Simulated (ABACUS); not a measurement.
# CdSe (Cadmoselite) in ABACUS: the effect of basis

Crystal: CdSe (Cadmoselite).

```
Cd Se
1.0
     4.27114    0.00000    0.00000
    -2.13557    3.69892    0.00000
     0.00000    0.00000    6.97288
Cd Se
2 2
Direct
  0.66667 0.33333 0.50000
  0.33333 0.66667 0.00000
  0.66667 0.33333 0.88500
  0.33333 0.66667 0.38500
```

The cell isn't the ideal one: volume scaled by 0.98.

Alike in all runs:

* Program: ABACUS 3.10.1
* Task: equation of state
* Functional: PBE
* Potentials or basis: PseudoDojo NC SR 0.4.1 PBE standard
* Cutoff: 1401 eV
* Density cutoff: 5606 eV
* k mesh: 5 × 5 × 3
* Occupations: fermi-dirac, width 0.05 eV
* Spin: no spin polarisation

```csv
basis,gap on the mesh (eV),pressure (GPa),largest force (eV/Å)
DZP,0.94,5.0,0.36
TZDP,?,?,?
pw,0.74,4.3,0.31
```

Problem. What does the run with basis TZDP give?

Solution. gap on the mesh 0.88 eV; pressure 4.6 GPa; largest force 0.32 eV/Å.

Caveats: the atomic orbitals were generated for these runs and aren't a published set (some runs); the basis of atomic orbitals isn't converged, which shifts pressures, moduli and gaps (some runs).

